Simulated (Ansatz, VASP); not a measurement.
## Two plane-wave programs on Ru

File INCAR:

```
SYSTEM = Ru
PREC     = Accurate       ! precision mode
ENCUT    = 520            ! plane-wave cutoff, eV
EDIFF    = 1E-7           ! SCF threshold, eV
ISMEAR   = 0              ! smearing method
SIGMA    = 0.15           ! smearing width, eV
LREAL    = .FALSE.        ! projectors in reciprocal space
LASPH    = .TRUE.         ! aspherical terms in the spheres
NELM     = 80             ! most SCF steps
ALGO     = Fast           ! electronic algorithm
ISIF     = 2              ! what is computed and relaxed
LWAVE    = .FALSE.        ! write WAVECAR
LCHARG   = .FALSE.        ! write CHGCAR
GGA      = PE             ! functional
NBANDS   = 13             ! bands
```

The input KPOINTS:

```
regular mesh
0
G
  20 20 20
  0 0 0
```

File POSCAR:

```
Ru
1.0
   -0.0333389707      1.9360416549      1.9360416549
    1.9360416549     -0.0333389707      1.9360416549
    1.9360416549      1.9360416549     -0.0333389707
Ru
1
Direct
    0.0000000000      0.0000000000      0.0000000000
```

Input for Ansatz:

```yaml
crystal:
  lattice:
    - [-0.0333389707, 1.9360416549, 1.9360416549]
    - [1.9360416549, -0.0333389707, 1.9360416549]
    - [1.9360416549, 1.9360416549, -0.0333389707]
  atoms:
    - { symbol: Ru, position: [0.0, 0.0, 0.0] }
basis:
  ecutwfc: 420
kpoints:
  mp_grid: { grid: [20, 20, 20] }
hamiltonian:
  xc: pbe
scf:
  occupations: { method: gaussian, width: 0.15 }
output:
  forces: true
  stress: true
  eigenvalues: true
```

Change from the starting cell: equal engineering shear yz, xz and xy -0.0175, equal normal strain along x, y and z +0.0250.

Alike in both runs: task single point; functional PBE; k mesh 20 × 20 × 20; occupations gaussian, width 0.15 eV; no spin polarisation.

|  | VASP | Ansatz |
| --- | --- | --- |
| version | VASP 6.6.1 | Ansatz 0.2.0 |
| potentials or method | VASP PAW PBE potentials, release 64 (Ru_pv) | scalar-relativistic, plane waves, PAW |
| plane-wave cutoff (eV) | 520 | 420 |
| valence electrons in the cell | 14 | 16 |

Ansatz gave:

```
gap on the k mesh at the Fermi level (eV)       : none
pressure (GPa)                                  : -18.5
largest component of the traceless stress (GPa) : 3.23
```

Task: Estimate VASP's values.

Result: gap on the k mesh at the Fermi level (eV): none; pressure (GPa): -18.6; largest component of the traceless stress (GPa): 3.23.

A gap of «none» marks a metal or a gap that the smearing closes. The two sets of potentials don't hold the same shells in valence.

Caveats: so large a pressure means that the cell lies far from this level's equilibrium, or that cutoff or potentials fall short (VASP).
